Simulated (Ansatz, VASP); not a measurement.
**Two plane-wave programs on Na4HF3**

```
Na H F
1.0
     4.72748    0.00000    0.00000
     0.00000    4.72748    0.00000
     0.00000    0.00000    4.72748
Na H F
4 1 3
Direct
  0.00000 0.00000 0.00000
  0.50000 0.50000 0.00000
  0.50000 0.00000 0.50000
  0.00000 0.50000 0.50000
  0.50000 0.50000 0.50000
  0.00000 0.00000 0.50000
  0.00000 0.50000 0.00000
  0.50000 0.00000 0.00000
```

Alike in both runs: functional PBE; k mesh 6 × 6 × 6; occupations gaussian, width 0.02 eV; no spin polarisation.

Ansatz relaxed the structure, and its values are those at the end. VASP's run is a single point on that final structure, the one shown.

```csv
,VASP,Ansatz
version,VASP 6.6.1,Ansatz 0.2.0
potentials or method,"VASP PAW PBE potentials, release 64 (Na_pv, H, F)","scalar-relativistic, plane waves, PAW"
plane-wave cutoff (eV),520,420
valence electrons in the cell,50,58
```

```csv
,VASP,Ansatz,Ansatz less VASP
gap on the k mesh at the Fermi level (eV),5.15,5.16,+0.004
least direct gap on the mesh (eV),5.31,5.32,+0.002
pressure (GPa),-0.2,0.0,+0.14
```

The two sets of potentials don't hold the same shells in valence.

A k mesh can miss the band edges. PBE gaps usually lie below the measured ones, often by a third to a half.
